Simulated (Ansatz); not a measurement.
Crystal: CoO.

```xyz
2
Lattice="1.6022 0.9250 2.5665 -1.6022 0.9250 2.5665 0.0000 -1.8501 2.5665" Properties=species:S:1:pos:R:3 pbc="T T T"
Co    0.0000    0.0000    7.6915
O     0.0000    0.0000    5.7824
```

Measurements of this composition are mostly on another form, of space group No. 225.

Base run:

```yaml
Program: Ansatz 0.2.0
Functional: PBE
Potentials_or_basis: Ansatz PAW
Cutoff: "420 eV (not typed: the program's choice for these potentials)"
k_mesh: 9 × 9 × 9
Occupations: fermi-dirac, width 0.05 eV
Spin: collinear spin, ferromagnetic start
Starting_moments: "[4.0, 0.0] μB"
Fixed_moment: 4 μB
```

Its results: pressure 15.0 GPa; site moments Co +2.72; O +0.62 μB; largest force 0.347 eV/Å.

Task: After a change of settings the same cell gave: pressure -12.6 GPa; site moments Co +0.87; O +0.05 μB; largest force 0.198 eV/Å. Which change was it?
A. fixed moment from 4 μB to 1.5 μB; moments at the start from [4.0, 0.0] to [1.5, 0.0]
B. fixed moment from 4 μB to 2 μB; moments at the start from [4.0, 0.0] to [2.0, 0.0]
C. fixed moment from 4 μB to 1 μB; moments at the start from [4.0, 0.0] to [1.0, 0.0]
D. fixed moment from 4 μB to 0.5 μB; moments at the start from [4.0, 0.0] to [0.5, 0.0]

Result: C.

Caveats: the total moment is fixed, so each spin has its own Fermi level; a cell with one magnetic atom can't hold antiferromagnetic order, which such compounds often take; the thresholds are loose for stress.
